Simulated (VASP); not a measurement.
Input:

```xyz
2
Lattice="0.0000 2.9596 2.9596 2.9596 0.0000 2.9596 2.9596 2.9596 0.0000" Properties=species:S:1:pos:R:3 pbc="T T T"
Na     0.0000     2.9596     2.9596
Br     2.9596     2.9596     2.9596
```

Method: PBEsol GGA, VASP's PBE PAW potentials (set 64) (plane waves; VASP 6.6.1). Numerical set-up: 400 eV cut-off, 9×9×9 Γ-centred mesh, tetrahedra with Blöchl corrections, potentials Na_pv Br.

Problem. The job: NaBr (relaxed from the rock salt structure, space group Fm-3m), 2 atoms, PBEsol, static run, 400 eV, 9×9×9 Γ-centred mesh. Roughly how much core time does it take on a busy server core?

Solution. About 20 core-seconds (one run on a shared machine, a rough figure). It had 35 irreducible k-points, 11 bands, up to 958 plane waves and 13 electronic steps.

The structure was generated: NaBr was put into the rock salt type (Fm-3m), which need not be its known phase. It was relaxed first, which changed the volume by -12 %.
